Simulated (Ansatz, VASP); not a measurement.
ZrC in VASP and in Ansatz

```xyz
2
Lattice="0.0000 2.3063 2.3063 2.3063 0.0000 2.3063 2.3063 2.3063 0.0000" Properties=species:S:1:pos:R:3 pbc="T T T"
Zr    2.3063    2.3063    2.3063
C     0.0000    0.0000    0.0000
```

Alike in both runs: task single point; functional PBE; k mesh 20 × 20 × 20; occupations gaussian, width 0.1 eV; no spin polarisation.

|  | VASP | Ansatz |
| --- | --- | --- |
| version | VASP 6.6.1 | Ansatz 0.2.0 |
| potentials or method | VASP PAW PBE potentials, release 64 (Zr_sv, C) | scalar-relativistic, plane waves, PAW |
| plane-wave cutoff (eV) | 520 | 420 |
| valence electrons in the cell | 16 | 16 |

|  | VASP | Ansatz | Ansatz less VASP |
| --- | --- | --- | --- |
| gap on the k mesh at the Fermi level (eV) | none | none | - |
| pressure (GPa) | 15.9 | 15.6 | -0.29 |

A gap of «none» marks a metal or a gap that the smearing closes.

Caveats: so large a pressure means that the cell lies far from this level's equilibrium, or that cutoff or potentials fall short (VASP).
